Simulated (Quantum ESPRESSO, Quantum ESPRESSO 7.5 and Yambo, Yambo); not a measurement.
# Beyond one shot: LiBr (Fm-3m)

How far does self-consistency move the gap of LiBr (Fm-3m)?

Main program and level: Quantum ESPRESSO 7.5 and Yambo 5.3.0; PBE and many-body steps on it, plane waves.

This is a report of a sequence of runs, with most program output left out.

## 1. The structure

Symmetry: Fm-3m, No. 225, cubic system. The conventional cell has a = 5.501 Å, b = 5.501 Å, c = 5.501 Å, α = 90.00°, β = 90.00°, γ = 90.00°. Li has 6 Br at 2.75 Å nearest. Br has 6 Li at 2.75 Å nearest. Farther neighbours and most contacts between anions are not listed.

The cell and positions come from the Crystallography Open Database and are kept as given unless a step says otherwise.

## 2. Empty states on the mesh, 4×4×4 mesh, 142 bands

This step: Quantum ESPRESSO 7.5; DFT, PBE, plane waves, norm-conserving pseudopotentials.

The sums over transitions need many empty states on a uniform mesh; this step solves for them.

Input file pw.in:

```
&control
  calculation = 'nscf'
  prefix = 'x'
  outdir = 'o'
  pseudo_dir = 'pseudo'
/
&system
  ibrav = 0
  nat = 2
  ntyp = 2
  ecutwfc = 76.0
  nbnd = 142
  force_symmorphic = .true.
/
&electrons
  conv_thr = 1e-9
  electron_maxstep = 80
  diago_full_acc = .true.
  diago_thr_init = 5e-6
/
ATOMIC_SPECIES
  Li 6.94 Li.upf
  Br 79.904 Br.upf
CELL_PARAMETERS angstrom
  0.0000000000 2.7506500000 2.7506500000
  2.7506500000 0.0000000000 2.7506500000
  2.7506500000 2.7506500000 0.0000000000
ATOMIC_POSITIONS crystal
  Li 0.0000000000 0.0000000000 0.0000000000
  Br 0.5000000000 0.5000000000 0.5000000000
K_POINTS automatic
  4 4 4 0 0 0
```

On the command line:

```bash
$ OMP_NUM_THREADS=1 mpirun -n 4 pw.x -nk 4 -in pw.in > pw.out
```

Run time: 9 s. Hardware: 4 MPI ranks of Arm Neoverse V1, shared host; peak memory 0.35 GiB; 36 s of CPU time.

Numbers from this step:

| Property | Result |
| --- | --- |
| gap | 4.938 eV |
| k of the valence top | 0, 0, 0 |
| k of the conduction bottom | 0, 0, 0 |
| least direct gap | 4.938 eV |
| k points computed | 8 |
| lowest point of the top converged band, above the valence top | 114.0489 eV |

On this mesh the gap is 4.938 eV.

The density comes from a self-consistent run that is not shown.

## 3. Conversion and set-up

This step: Yambo 5.3.0; conversion and set-up on PBE, plane waves, norm-conserving pseudopotentials.

The states are converted to the many-body program's format and the q mesh is built.

On the command line:

```bash
$ (cd o/x.save; p2y > p2y.log; mv SAVE ../..); yambo > setup.log
```

It took 2.3 s on 1 MPI rank; peak memory 0.24 GiB.

## 4. G0W0

Now the one-shot GW correction: screening in the RPA, then the self-energy of the levels asked for.

This step: G0W0 on PBE, plane waves, norm-conserving pseudopotentials.

Input file gw1.in:

```
HF_and_locXC
gw0
dyson
ppa
em1d
rim_cut
RandQpts= 1000000
RandGvec= 1 RL
EXXRLvcs= 76 Ry
VXCRLvcs= 304 Ry
Chimod= "HARTREE"
% BndsRnXp
 1 | 142 |
%
NGsBlkXp= 15.5 Ry
% LongDrXp
 1 | 1 | 1 |
%
% GbndRnge
 1 | 142 |
%
DysSolver= "n"
ExtendOut
PPAPntXp= 27.21138 eV
% QPkrange
 1 | 1 | 9 | 12 |
%
```

On the command line:

```bash
$ OMP_NUM_THREADS=1 mpirun -n 4 yambo -F gw1.in -J gw1 -C gw1 > gw1.log
```

Wall time 1.7 min (4 MPI ranks); peak memory 1.4 GiB.

Numbers from this step:

```
G0W0 gap on the points computed              : 7.879 eV
starting gap on the mesh                     : 4.938 eV
k of the valence top                         : 0, 0, 0
k of the conduction bottom                   : 0, 0, 0
least direct G0W0 gap on the computed points : 7.879 eV
Z at the valence top                         : 0.8190
Z at the conduction bottom                   : 0.8480
```

The gap on the mesh goes from 4.94 eV to 7.88 eV, a correction of +2.94 eV.

## 5. evGW0, cycle 1

This step: evGW0 on PBE, plane waves, norm-conserving pseudopotentials.

gw3.in, as its differences from gw1.in of step 4:

```diff
@@ -25,3 +25,4 @@
 % QPkrange
- 1 | 1 | 9 | 12 |
+ 1 | 8 | 8 | 14 |
 %
+GfnQPdb= "E < ./gw2/ndb.QP"
```

On the command line:

```bash
$ OMP_NUM_THREADS=1 mpirun -n 4 yambo -F gw3.in -J gw3,gw1_W -C gw3 > gw3.log
```

Elapsed: 8.3 min, on 4 MPI ranks; peak memory 1.5 GiB.

Numbers from this step:

* quasiparticle gap on the mesh: 8.165 eV
* gap of the density functional on the mesh: 4.938 eV
* k of the valence top: 0, 0, 0
* k of the conduction bottom: 0, 0, 0
* least direct quasiparticle gap on the computed points: 8.165 eV
* Z at the valence top: 0.8230
* Z at the conduction bottom: 0.8738

Against G0W0 in Yambo (4×4×4 mesh, 142 bands, screening to 210.9 eV, Godby-Needs plasmon pole), the gap moves by +0.286 eV.

The program's own table gives 8.536 eV, which is too large where the input levels are shifted: this version takes Σc at the unshifted level E₀, yet steps from the shifted one. The value above is the Newton step from E₀, E₀ + Z(Σc + Σx − Vxc), rebuilt from the printed columns.

## 6. evGW0, cycle 2

The corrected levels of the last cycle go back in.

gw4.in, as its differences from gw3.in of step 5:

```diff
@@ -27,2 +27,2 @@
 %
-GfnQPdb= "E < ./gw2/ndb.QP"
+GfnQPdb= "E < ./gw3_fix/ndb.QP"
```

On the command line:

```bash
$ OMP_NUM_THREADS=1 mpirun -n 4 yambo -F gw4.in -J gw4,gw1_W -C gw4 > gw4.log
```

The job ended after 8.3 min (4 MPI ranks; peak memory 1.5 GiB).

Numbers from this step:

```
quasiparticle gap on the mesh                         : 8.191 eV
gap of the density functional on the mesh             : 4.938 eV
k of the valence top                                  : 0, 0, 0
k of the conduction bottom                            : 0, 0, 0
least direct quasiparticle gap on the computed points : 8.191 eV
```

Against the cycle before, the gap moves by +0.026 eV.

The program's own table gives 8.591 eV, which is too large where the input levels are shifted: this version takes Σc at the unshifted level E₀, yet steps from the shifted one. The value above is the Newton step from E₀, E₀ + Z(Σc + Σx − Vxc), rebuilt from the printed columns.

## 7. evGW0, cycle 3

gw5.in, as its differences from gw4.in of step 6:

```diff
@@ -27,2 +27,2 @@
 %
-GfnQPdb= "E < ./gw3_fix/ndb.QP"
+GfnQPdb= "E < ./gw4_fix/ndb.QP"
```

On the command line:

```bash
$ OMP_NUM_THREADS=1 mpirun -n 4 yambo -F gw5.in -J gw5,gw1_W -C gw5 > gw5.log
```

Wall time 8.3 min (4 MPI ranks); peak memory 1.5 GiB.

Numbers from this step:

| Property | Result |
| --- | --- |
| quasiparticle gap on the mesh | 8.194 eV |
| gap of the density functional on the mesh | 4.938 eV |
| k of the valence top | 0, 0, 0 |
| k of the conduction bottom | 0, 0, 0 |
| least direct quasiparticle gap on the computed points | 8.194 eV |

Against the cycle before, the gap moves by +0.003 eV.

The program's own table gives 8.596 eV, which is too large where the input levels are shifted: this version takes Σc at the unshifted level E₀, yet steps from the shifted one. The value above is the Newton step from E₀, E₀ + Z(Σc + Σx − Vxc), rebuilt from the printed columns.

## 8. evGW, cycle 1

This step: evGW on PBE, plane waves, norm-conserving pseudopotentials.

gw6.in, as its differences from gw5.in of step 7:

```diff
@@ -27,2 +27,3 @@
 %
-GfnQPdb= "E < ./gw4_fix/ndb.QP"
+GfnQPdb= "E < ./gw2/ndb.QP"
+XfnQPdb= "E < ./gw2/ndb.QP"
```

On the command line:

```bash
$ OMP_NUM_THREADS=1 mpirun -n 4 yambo -F gw6.in -J gw6 -C gw6 > gw6.log
```

Run time: 9.4 min. Hardware: 4 MPI ranks; peak memory 1.5 GiB.

This step gave:

```
quasiparticle gap on the mesh                         : 8.667 eV
gap of the density functional on the mesh             : 4.938 eV
k of the valence top                                  : 0, 0, 0
k of the conduction bottom                            : 0, 0, 0
least direct quasiparticle gap on the computed points : 8.667 eV
```

Against G0W0 in Yambo (4×4×4 mesh, 142 bands, screening to 210.9 eV, Godby-Needs plasmon pole), the gap moves by +0.788 eV.

The program's own table gives 8.979 eV, which is too large where the input levels are shifted: this version takes Σc at the unshifted level E₀, yet steps from the shifted one. The value above is the Newton step from E₀, E₀ + Z(Σc + Σx − Vxc), rebuilt from the printed columns.

## 9. evGW, cycle 2

gw7.in, as its differences from gw6.in of step 8:

```diff
@@ -27,3 +27,3 @@
 %
-GfnQPdb= "E < ./gw2/ndb.QP"
-XfnQPdb= "E < ./gw2/ndb.QP"
+GfnQPdb= "E < ./gw6_fix/ndb.QP"
+XfnQPdb= "E < ./gw6_fix/ndb.QP"
```

On the command line:

```bash
$ OMP_NUM_THREADS=1 mpirun -n 4 yambo -F gw7.in -J gw7 -C gw7 > gw7.log
```

It took 9.4 min on 4 MPI ranks; peak memory 1.5 GiB; 38 min of CPU time.

This step gave:

- quasiparticle gap on the mesh: 8.858 eV
- gap of the density functional on the mesh: 4.938 eV
- k of the valence top: 0, 0, 0
- k of the conduction bottom: 0, 0, 0
- least direct quasiparticle gap on the computed points: 8.858 eV

Against the cycle before, the gap moves by +0.191 eV.

The program's own table gives 9.219 eV, which is too large where the input levels are shifted: this version takes Σc at the unshifted level E₀, yet steps from the shifted one. The value above is the Newton step from E₀, E₀ + Z(Σc + Σx − Vxc), rebuilt from the printed columns.

## 10. evGW, cycle 3

gw8.in, as its differences from gw7.in of step 9:

```diff
@@ -27,3 +27,3 @@
 %
-GfnQPdb= "E < ./gw6_fix/ndb.QP"
-XfnQPdb= "E < ./gw6_fix/ndb.QP"
+GfnQPdb= "E < ./gw7_fix/ndb.QP"
+XfnQPdb= "E < ./gw7_fix/ndb.QP"
```

On the command line:

```bash
$ OMP_NUM_THREADS=1 mpirun -n 4 yambo -F gw8.in -J gw8 -C gw8 > gw8.log
```

The job ended after 9.5 min (4 MPI ranks; peak memory 1.5 GiB).

Numbers from this step:

```yaml
quasiparticle_gap_on_the_mesh: 8.903 eV
gap_of_the_density_functional_on_the_mesh: 4.938 eV
k_of_the_valence_top: 0, 0, 0
k_of_the_conduction_bottom: 0, 0, 0
least_direct_quasiparticle_gap_on_the_computed_points: 8.903 eV
```

Against the cycle before, the gap moves by +0.045 eV.

The program's own table gives 9.275 eV, which is too large where the input levels are shifted: this version takes Σc at the unshifted level E₀, yet steps from the shifted one. The value above is the Newton step from E₀, E₀ + Z(Σc + Σx − Vxc), rebuilt from the printed columns.

## 11. evGW, cycle 4

gw9.in, as its differences from gw8.in of step 10:

```diff
@@ -27,3 +27,3 @@
 %
-GfnQPdb= "E < ./gw7_fix/ndb.QP"
-XfnQPdb= "E < ./gw7_fix/ndb.QP"
+GfnQPdb= "E < ./gw8_fix/ndb.QP"
+XfnQPdb= "E < ./gw8_fix/ndb.QP"
```

On the command line:

```bash
$ OMP_NUM_THREADS=1 mpirun -n 4 yambo -F gw9.in -J gw9 -C gw9 > gw9.log
```

Elapsed: 9.4 min, on 4 MPI ranks; peak memory 1.5 GiB; 38 min of CPU time.

Numbers from this step:

```yaml
quasiparticle_gap_on_the_mesh: 8.913 eV
gap_of_the_density_functional_on_the_mesh: 4.938 eV
k_of_the_valence_top: 0, 0, 0
k_of_the_conduction_bottom: 0, 0, 0
least_direct_quasiparticle_gap_on_the_computed_points: 8.913 eV
```

Against the cycle before, the gap moves by +0.010 eV.

The program's own table gives 9.287 eV, which is too large where the input levels are shifted: this version takes Σc at the unshifted level E₀, yet steps from the shifted one. The value above is the Newton step from E₀, E₀ + Z(Σc + Σx − Vxc), rebuilt from the printed columns.

## 12. evGW, cycle 5

gw10.in, as its differences from gw9.in of step 11:

```diff
@@ -27,3 +27,3 @@
 %
-GfnQPdb= "E < ./gw8_fix/ndb.QP"
-XfnQPdb= "E < ./gw8_fix/ndb.QP"
+GfnQPdb= "E < ./gw9_fix/ndb.QP"
+XfnQPdb= "E < ./gw9_fix/ndb.QP"
```

On the command line:

```bash
$ OMP_NUM_THREADS=1 mpirun -n 4 yambo -F gw10.in -J gw10 -C gw10 > gw10.log
```

Wall time 9.4 min (4 MPI ranks); peak memory 1.5 GiB.

This step gave:

| Quantity | Value |
| --- | --- |
| quasiparticle gap on the mesh | 8.915 eV |
| gap of the density functional on the mesh | 4.938 eV |
| k of the valence top | 0, 0, 0 |
| k of the conduction bottom | 0, 0, 0 |
| least direct quasiparticle gap on the computed points | 8.915 eV |

Against the cycle before, the gap moves by +0.002 eV.

The program's own table gives 9.290 eV, which is too large where the input levels are shifted: this version takes Σc at the unshifted level E₀, yet steps from the shifted one. The value above is the Newton step from E₀, E₀ + Z(Σc + Σx − Vxc), rebuilt from the printed columns.

## 13. The runs together

Times are wall times on 4 MPI ranks of Arm Neoverse V1, shared host. The host was busy with other work, so they are no guide to cost.

```csv
run,mesh,bands,screening cutoff (eV),DFT gap (eV),gap on the mesh (eV),direct (eV),time
G0W0,4×4×4,142,210.9,4.938,7.879,7.879,1.7 min
"evGW0, cycle 1",4×4×4,142,210.9,4.938,8.165,8.165,8.3 min
"evGW0, cycle 2",4×4×4,142,210.9,4.938,8.191,8.191,8.3 min
"evGW0, cycle 3",4×4×4,142,210.9,4.938,8.194,8.194,8.3 min
"evGW, cycle 1",4×4×4,142,210.9,4.938,8.667,8.667,9.4 min
"evGW, cycle 2",4×4×4,142,210.9,4.938,8.858,8.858,9.4 min
"evGW, cycle 3",4×4×4,142,210.9,4.938,8.903,8.903,9.5 min
"evGW, cycle 4",4×4×4,142,210.9,4.938,8.913,8.913,9.4 min
"evGW, cycle 5",4×4×4,142,210.9,4.938,8.915,8.915,9.4 min
```

## 14. Summary of results

| Property | Result |
| --- | --- |
| G0W0 | 7.879 eV |
| evGW0, cycle 1 | 8.165 eV |
| evGW0, cycle 2 | 8.191 eV |
| evGW0, cycle 3 | 8.194 eV |
| evGW, cycle 1 | 8.667 eV |
| evGW, cycle 2 | 8.858 eV |
| evGW, cycle 3 | 8.903 eV |
| evGW, cycle 4 | 8.913 eV |
| evGW, cycle 5 | 8.915 eV |
| known limits | not at the basis limit; no spin-orbit coupling; coarse k mesh |

evGW0 ends at 8.19 eV, +0.32 eV from G0W0, after 3 cycles that took 25 min beside the first screening; the last moved the gap by 0.003 eV. evGW ends at 8.92 eV, +1.04 eV from G0W0, after 5 cycles that took 47 min beside the first screening; the last moved the gap by 0.002 eV. Bands and cutoff are finite, so the gap is not at the basis limit. The miss can reach some tenths of an eV and take either sign; the mesh is an error of its own. The 4×4×4 mesh is coarse for this cell, which bears on the long-range parts of exchange and screening. The many-body steps are scalar-relativistic: spin-orbit coupling is not in them.

[Paths, hosts, dates, memory and timing lines, banners, echoed tables and standing remarks are left out of the program output.]

[Logs are printed without paths, hosts, clocks, repeated set-up lines and the standing remarks that a program may print on its own settings, such as how far it seeks lower states.]

[Runs of the session that timed out or met a known fault of the program may be left out.]

[Hosts, paths, dates, database ids (printed as entryN), source tags and the programs' standing remarks are cut or masked in the printed files.]
